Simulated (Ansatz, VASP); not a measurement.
# ZrIn26P26 (V_P-Zr_In): VASP beside Ansatz

Aim: how closely do two programs agree when they are given the same cell, functional and k mesh? The cell is taken from a series of runs on this material, whose earlier steps may have relaxed, scaled, displaced or heated it; both programs get it as it stands.

Main program and level: Ansatz 0.2.0; plane waves, with VASP 6.6.1 beside it; single point at r2SCAN.

### Step 1. Starting point

The cell holds 53 atoms: 26 In, 26 P and 1 Zr. Cell: a = 12.532 Å, b = 12.532 Å, c = 12.532 Å, α = 60.0°, β = 60.0°, γ = 60.0°. It derives from InP (InP (F-43m)). Nearest the centre at fractional (0.375, 0.375, 0.542): Zr53 at 1.15 Å, P40 at 3.14 Å, P38 at 3.14 Å, P32 at 3.15 Å, In14 at 3.56 Å, In22 at 3.57 Å, In16 at 3.57 Å, P48 at 4.36 Å. The cell carries charge +3.

Coordinates:

```xyz
53
Lattice="0.0000 8.8613 8.8613 8.8613 0.0000 8.8613 8.8613 8.8613 0.0000" Properties=species:S:1:pos:R:3 pbc="T T T"
In    8.8722    8.8664   17.6998
In    2.9716   11.8280    8.8571
In   14.7825   14.7769   17.7088
In    2.9540    0.0503    2.9521
In    5.9113   11.8281   11.7979
In    8.8629   14.7907   11.7624
In    5.9289    8.8663   14.7569
In    8.8633   11.7733   14.7663
In   11.8667   14.7901   14.7671
In    0.0552    2.9479    2.9524
In    2.9717    5.9047    2.9366
In   14.7966    8.8574   11.7637
In    2.9536    2.9481    5.8508
In    5.7016    5.6958    5.6999
In    5.9296    2.9155    8.8376
In    9.0751    5.6878    9.0753
In   11.8664    8.8577    8.8327
In    8.8715    5.9229   14.7570
In   11.7793    8.8574   14.7663
In   14.7966   11.8605   14.7671
In    2.9209    5.9240    8.8371
In    5.6924    9.0705    9.0765
In    8.8633   11.8609    8.8326
In    5.9298    5.9241   11.8475
In    8.8640    8.8578   11.8513
In   11.8228   11.8174   11.8073
P     1.4864    1.4807    1.4479
P     4.4481    4.4424    1.4590
P     7.4005    7.3950    1.4451
P     4.4580    1.4802    4.4201
P     7.4429    4.4303    4.4125
P    10.2970    7.4391    4.4707
P     7.3956    1.4676    7.3718
P    10.3562    4.4287    7.3253
P    13.3226    7.3947    7.3677
P     1.4851    4.4518    4.4202
P     4.4354    7.4366    4.4123
P     7.4445   10.2905    4.4715
P     4.4082    4.4026    7.4143
P    10.2932   10.2876    7.3198
P     7.3514    4.4012   10.3608
P    10.3576    7.4374   10.3341
P    13.2984   10.3504   10.3311
P     1.4728    7.3898    7.3715
P     4.4339   10.3508    7.3257
P     7.4005   13.3171    7.3679
P     4.4069    7.3456   10.3608
P     7.4434   10.3516   10.3344
P    10.3562   13.2925   10.3306
P     7.3959    7.3904   13.2947
P    10.3535   10.3478   13.2771
P    13.2986   13.2925   13.2738
Zr    8.7850    8.7779    5.9795
```

### Step 2. Ansatz: single point, r2SCAN

Ansatz runs on its PAW soft_1 files.

A single point gives forces, pressure and levels at one fixed geometry, so differences don't come from the geometry; what else differs is listed under the comparison.

Contents of input.yaml:

```yaml
crystal:
  checkpoint: "../qp3_M1.relax.run"
  host: checkpoint
total_charge: 3
basis:
  ecutwfc: 500
  xc_grid: 2
hamiltonian:
  xc: r2scan
  pseudopotentials: { kind: paw, azcp: { folder: soft_1 } }
kpoints:
  mp_grid: { grid: [2, 2, 2], shift: [0.5, 0.5, 0.5] }
magnetization:
  spin_polarized: true
  initial_magnetization: 1
  spin_locking: { lock_magnetization: hard }
scf:
  occupations: { method: fixed }
  max_iter: 80
output:
  forces: true
  charged_corrections:
    epsilon: 11.88
    static_epsilon: 14.87
    defect_position: [0.375, 0.375, 0.541667]
  eigenvalues: true
  eigenstates: { localisation: true }
  efg: {}
checkpoint:
  read: "../qp3_M1.relax.run"
  write: "../qp3_M1.semi.run"
  compress: false
  write_wavefunctions: false
  write_every: 100000
```

On the command line:

```sh
$ ansatz run input.yaml --threads 32 --pin off --max-ram 84787MiB --backend cuda --events-out ev --progress --plain --runs-dir out --max-vram 78GiB
```

Numbers of over 12 decimals in the logs are rounded to 6 here.

The program printed:

```text
Warning: This run holds its total moment fixed (magnetization.spin_locking.lock_magnetization: hard) and mixes its density by anderson or broyden (scf.mixing.algorithm, typed or taken by auto). Slabs with a fixed moment have converged under broyden above another state at the same moment, at the default mixing steps and at smaller ones, and under scf.lower_state_search: standard, light or off a state that such a mixer
crystal.checkpoint: the structure is that of <dir>, a `relax` run, at its step 6: its result, under r2scan at a charge of 3 e; 53 atoms read, 0 with a starting moment; crystal.structure_sha256 for this input is
Zr, In: output.efg is read without spin–orbit coupling, which moves field gradients at and beside such atoms by some per cent and up to a factor of two; PAW files take it under magnetization.noncollinear and magnetization.spin_orbit
Engine: ansatz 0.2.0, aarch64-unknown-linux-gnu
Pseudopotentials: kind: paw
Pseudopotential: In, paw, valence charge 13, recommended cutoff 500 eV (meta_gga), soft_1/In.paw.azcp
Pseudopotential: P, paw, valence charge 5, recommended cutoff 500 eV (meta_gga), soft_1/P.paw.azcp
Pseudopotential: Zr, paw, valence charge 12, recommended cutoff 500 eV (meta_gga), soft_1/Zr.paw.azcp
Functional definition: r2SCAN
  parameter k0 = 0.174
  parameter k1 = 0.065
  parameter a1 = 4.9479
  exchange = r2scan_x(k0 = k0, k1 = k1, a1 = a1)
  correlation = r2scan_c
device memory: the entry about to start is reckoned to put 28.2 GiB on a device that reports 161.2 GiB free (of which the cap on the GPU budget leaves the run 78.0 GiB)
GPU FFT provider: cuFFT
GPU libraries: cuBLAS 13.8.1, cuFFT 12.4.0, cuSOLVER 12.3.2
GPU matrix products: emulated (plane waves: as basis.precision tells), large ones in fixed point in workspaces of 1.00 GiB
Crystal: 53 atoms, lattice volume = 1391.640 Å³
Basis set: ecut = 500 eV, 35557 PW (Γ), exchange–correlation on 192×192×192 points (8 copies of the dense FFT grid, shifted against one another)
Bands: 292, of which v1, the nominal top of the filled ones, is band 239 counted from 1 (238 counted from 0)
Symmetry: 1 space group operations
Space group: P1 (ITA 1), of the structure as read, at distance tolerance 1.1e-4 Å
Magnetic group: BNS 1.1 (UNI 1), of the structure as read, at distance tolerance 1.1e-4 Å
k-points: 4 of 8 (time reversal used)
Non-local potential: In, projectors of the file, l = 0: 2, l = 1: 2, l = 2: 2, l = 3: 1
Non-local potential: P, projectors of the file, l = 0: 2, l = 1: 2, l = 2: 1
Non-local potential: Zr, projectors of the file, l = 0: 3, l = 1: 2, l = 2: 2, l = 3: 1
PAW form: soft (Blöchl's): semilocal exchange-correlation on the pseudo side does not see the compensation charge
PAW frozen core: In, regenerated for the run's functional (the file was generated under x = pbe(κ = 0.804, μ = 0.219515), c = pbe(β = 0.066725))
PAW frozen core: P, regenerated for the run's functional (the file was generated under x = pbe(κ = 0.804, μ = 0.219515), c = pbe(β = 0.066725))
PAW frozen core: Zr, regenerated for the run's functional (the file was generated under x = pbe(κ = 0.804, μ = 0.219515), c = pbe(β = 0.066725))
PAW one-centre angular grid: In, 590 points (default); XC on 160 Gauss nodes
PAW one-centre angular grid: P, 302 points (default); XC on 160 Gauss nodes
PAW one-centre angular grid: Zr, 590 points (default); XC on 160 Gauss nodes
Initial density: read from a saved state, or passed on in memory by an earlier SCF of this step, an earlier step, the calling program or the single point that the run made first
Stability of the state it starts from, as read at its close in the collinear treatment: not read, because the mixer in use, unlike msr1, does not test its closes by its own steps (another_mixer); its run was given moments
Starting moments: Σ|m| = 1 μB on 53 of 53 sites; this step starts from the density that it was given
Initial wavefunctions: those read from a saved state, or passed on in memory by an earlier step or the calling program
GPU buffer pool allocated for 884736 grid points (all kernels)
GPU transforms: local potential and band sums: pruned to the plane-wave sphere, on 96×96×96
Functional: x = r2scan, c = r2scan; τ floored in thin density (d = 2e-4 eV/Å³)
SCF iter   1: F=—  HF=-169880.663589 eV  |Δ(HF+E_count)|=         —  Δρ=5.64e-7 (↑5.61e-7 ↓5.64e-7)  dr2=1.90e-8  dr2_τ=6.68e-11  dr2_m=1.11e-11  M=1.000 μB ∫|m|=1.104 μB  Hψ=5756
preconditioner: auto → Resta (q_TF=auto, 2.282 Å⁻¹)  ε∞=3.5  [insulator: Δε(μ)=0.667 eV  Ē_g=13.576 eV  n_scr=282 (ndim 8)  ℏωp=21.6 eV  f_vac=0.022  ε∞_Penn≈3.5]
spin=Collinear: Resta preconditioning applied to the charge; magnetization (m = ρ↑ − ρ↓) channel mixes plain (no charge-response kernel on spin).
SCF iter   2: F=-169880.663589 eV  HF=-169880.663589 eV  |Δ(HF+E_count)|=   6.23e-9  Δρ=4.34e-7 (↑4.34e-7 ↓4.32e-7)  dr2=1.18e-8  dr2_τ=3.82e-11  dr2_m=6.64e-13  M=1.000 μB ∫|m|=1.104 μB  Hψ=4277
SCF 1 converged in 2 iterations: F = -169880.663589 eV  dr2 = 1.18e-8
  greatest PAW one-centre occupation: 1.005 electrons in one spin orbital (limit 2), on the Zr atom at site 27 (counted from 0), in its partial waves of l = 0
this state was not tested for a lower state beside it, because the mixer in use, unlike msr1, does not test its closes by its own steps (another_mixer; see scf.mixing.algorithm and scf.lower_state_search)
SCF converged after 2 iterations
Magnetization: 1.0000 μB (239.0000 up, 238.0000 down)
Absolute magnetization: 1.1093 μB (∫|ρ↑−ρ↓|, with the PAW one-centre terms)
Spin contamination: 0.0083 ħ² per cell (⟨S²⟩ above its minimum at these occupations)
Per-site moments (μB) at R_I (Å): [(6.537425214216472e-5, 1.049194), (-0.000160363, 1.048605), (0.00445646, 1.051594), (0.000884506, 1.051594), (-0.000107896, 1.052199), (-0.000483552, 1.044081), (0.00122549, 1.048563), (4.407625813112265e-5, 1.048563), (0.00472846, 1.051
Free energy (F): -169880.663589 eV
Harris-Foulkes:  -169880.663589 eV  (|F-HF|=9.14e-9)
Internal energy: -169880.663589 eV  (E = F + TS)
E sigma→0 (E₀):  -169880.663589 eV
Fermi energy:    6.443243 (↑ 6.443243, ↓ 6.286717) eV
--- Per-component energies (eV) ---
  E_band       = -1954.705522
  E_kinetic    = 7732.313797
  E_local      = -36591.502246  (includes V_loc(G=0)·N_el)
  E_nonlocal   = 9406.932343
  E_hartree    = 14671.809160
  E_xc         = -5297.218912
  E_vxc        = -4299.355998  (∫ρ·V_xc dr)
  E_paw        = -127847.019771  (= ΣΔE_a)
  E_vpaw       = -7800.056139  (= ΣTr[D̂ρ^β])
  E_aug_tail   = -0.002080  (compensation charges beyond the density's cutoff)
  E_vtau       = 253.345903  (kinetic-family band-sum trace: ∫τ·v_τ [+ j·A + Jᵃ·Aᵃ] dr)
  E_ewald      = -31978.553530
  E_core_change = 22.577649  (= ΣΔE_core)
  E_smearing   = -0.000000  (= −TS)
  E_closure    = -0.000000  (closes the sum)
  E_deformation_potential = 38.059296  (in the stress; not in F)
  Σ components = -169880.663589   (vs F -169880.663589, Δ=0.00e0)
--- Forces (eV/Å), atoms counted from 1 ---
  atom   1  In     0.00037287     0.00259504     0.00189540
  atom   2  P     -0.00192775     0.00109913    -0.00255439
  atom   3  In    -0.00124525    -0.00233753     0.00210341
  atom   4  P      0.00038802     0.00029567     0.00017372
  atom   5  In    -0.00094852     0.00123442     0.00210268
  atom   6  P     -0.00085499     0.00228028     0.00087470
  [... 47 more lines of this table ...]
  max |Σ_I F_I| component: 5.21e-4 eV/Å
--- PAW observables at the nuclei: V_zz in 10²¹ V/m², potentials from the cell's mean, atoms counted from 1 ---
  atom   1  In V_zz =    +0.859662   η = 0.6178   by run symmetry: allowed
            electrostatic potential = -7937.126072 V   contact ρ = 1198139.143007 e/Å³   contact ρ_s (e/Å³): all electrons +0.012277, valence +0.011813
  atom   2  P  V_zz =    -0.367265   η = 0.6427   by run symmetry: allowed
            electrostatic potential = -1494.296093 V   contact ρ = 16088.194965 e/Å³   contact ρ_s (e/Å³): all electrons +0.008291, valence +0.008165
  atom   3  In V_zz =    +2.739534   η = 0.6547   by run symmetry: allowed
            electrostatic potential = -7936.938228 V   contact ρ = 1198140.887568 e/Å³   contact ρ_s (e/Å³): all electrons +0.610940, valence +0.587045
  [... 100 more lines of this table ...]
--- Charged-cell corrections in eV (Makov–Payne, q = +3.000 e, ε = 11.880 of the electrons, 14.870 with the ions) ---
  F (periodic)     = -169880.663589  (uncorrected; the corrections below are reported, never added to it)
  E_corr1          = +1.411059  (monopole, q²α_M/2εL)
  F Makov-Payne    = n/a  (the rows are of the electrons' constant alone; ansatz place-levels tells what screens the charge)
  no potential alignment in this run, which stands beside a crystal: run the host's input off ansatz write-host-input, and read the two finished runs by ansatz place-levels (neither reads a slab, a wire or a sheet, whose cell leaves a vacuum)
--- Band table (eV; the first three rows and the last of 8) ---
  k-point 0 ↑: bands = ["-45.0294", "-22.4637", "-22.3112", "-22.3103", "-8.6294", "-8.6280", "-8.6152", "-8.5894", "-8.5869", "-8.5820", "-8.5813", "-8.5768", "-8.5726", "-8.4528", "-8.4525", "-8.452
  k-point 1 ↑: bands = ["-45.0294", "-22.4637", "-22.3112", "-22.3103", "-8.6293", "-8.6279", "-8.6151", "-8.5894", "-8.5868", "-8.5820", "-8.5814", "-8.5768", "-8.5728", "-8.4528", "-8.4525", "-8.452
  k-point 2 ↑: bands = ["-45.0294", "-22.4637", "-22.3112", "-22.3103", "-8.6298", "-8.6275", "-8.6151", "-8.5879", "-8.5862", "-8.5843", "-8.5813", "-8.5768", "-8.5726", "-8.4532", "-8.4527", "-8.452
  k-point 3 ↓: bands = ["-44.8415", "-22.1543", "-22.1531", "-22.0861", "-8.6182", "-8.6164", "-8.6023", "-8.5818", "-8.5799", "-8.5778", "-8.5747", "-8.5699", "-8.5650", "-8.4479", "-8.4475", "-8.446
```

(Part 1 of 2 ends here.)

[Lines on the potential files, build, host, timing and source positions are cut from VASP's logs without a mark.]

[Logs are printed without paths, hosts, clocks, repeated set-up lines and the standing remarks that a program may print on its own settings, such as how far it seeks lower states.]

[Hosts, paths, dates, database ids (printed as entryN), source tags and the programs' standing remarks are cut or masked in the printed files.]
